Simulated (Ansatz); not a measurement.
**Nuclear-site quantities of Sn as the cell is scaled**

```xyz
1
Lattice="-1.7265 1.7755 2.3383 1.7265 -1.7755 2.3383 1.7265 1.7755 -2.3383" Properties=species:S:1:pos:R:3 pbc="T T T"
Sn    0.0000    0.0000    0.0000
```

The cell is the one relaxed in the Materials Project (mp-623511), not relaxed further here; entries there can be hypothetical.

No spin–orbit coupling, which matters for the heavy atoms here.

The calculation used Ansatz 0.2.0, DFT, PBEsol, all-electron PAW with datasets made for the crystal, scalar-relativistic.

Sampling and basis: a Γ-centred 16×16×16 k mesh, Fermi–Dirac smearing of 0.03 eV, cutoff 240 eV (chosen by the program for this cell), no spin polarisation.

The contact density is the mean electron density over the nuclear volume; its changes set Mössbauer isomer shifts. Changes below are taken from the unscaled cell, where it is 1.23456e+06 e/Å³ at Sn.

```json
{"V/V(cell)": "0.9600", "P (GPa)": "-1.9", "Δρ(0) Sn (e/Å³)": "?"}
{"V/V(cell)": "1.0000", "P (GPa)": "-3.6", "Δρ(0) Sn (e/Å³)": "0.00"}
{"V/V(cell)": "1.0400", "P (GPa)": "-4.9", "Δρ(0) Sn (e/Å³)": "?"}
```

(1) What belongs in the row "0.9600", column "Δρ(0) Sn (e/Å³)"?

(2) Give the missing entry: row "1.0400", column "Δρ(0) Sn (e/Å³)".

The datasets are made afresh for each cell, so very small changes are uncertain.

## Answers

(1) -2.12.

(2) 1.82.
